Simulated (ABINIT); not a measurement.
Crystal: GaP.

```
Ga P
1.0
     0.00000    2.72525    2.72525
     2.72525    0.00000    2.72525
     2.72525    2.72525    0.00000
Ga P
1 1
Direct
  0.00000 0.00000 0.00000
  0.75000 0.75000 0.75000
```

- Program: ABINIT 10.8.3 (patched build)
- Task: relaxation of cell and atoms
- Functional: PBE
- Potentials or basis: JTH PAW PBE v2.0
- Cutoff: 544 eV
- k mesh: 8 × 8 × 8
- Occupations: fermi-dirac, width 0.05 eV
- Spin: no spin polarisation

At the start: pressure 2.6 GPa; volume 20.24 Å³/atom.

Question: How do energy, volume and symmetry change on relaxing?

Answer: Over 4 steps the energy falls by 5.1 meV/atom and the volume is 20.89 Å³/atom (+3.2 %); space group F-43m (No. 216, to 0.05 Å).

Step by step:
| step | energy change (eV) | largest force (eV/Å) | pressure (GPa) | volume (Å³) |
| --- | --- | --- | --- | --- |
| 1 | 0.0000 | 0.0000 | 2.59 | 40.48 |
| 2 | -0.0045 | 0.0000 | 1.91 | 40.80 |
| 3 | -0.0102 | 0.0000 | 0.07 | 41.73 |
| 4 | -0.0102 | 0.0000 | 0.00 | 41.77 |

Final structure:
```cif
data_structure
_symmetry_space_group_name_H-M 'P 1'
_symmetry_Int_Tables_number 1
_cell_length_a 3.8946
_cell_length_b 3.8946
_cell_length_c 3.8946
_cell_angle_alpha 60.000
_cell_angle_beta 60.000
_cell_angle_gamma 60.000
_cell_volume 41.77
loop_
_atom_site_label
_atom_site_type_symbol
_atom_site_fract_x
_atom_site_fract_y
_atom_site_fract_z
_atom_site_occupancy
Ga1 Ga 0.00000 0.00000 0.00000 1
P1 P 0.75000 0.75000 0.75000 1
```
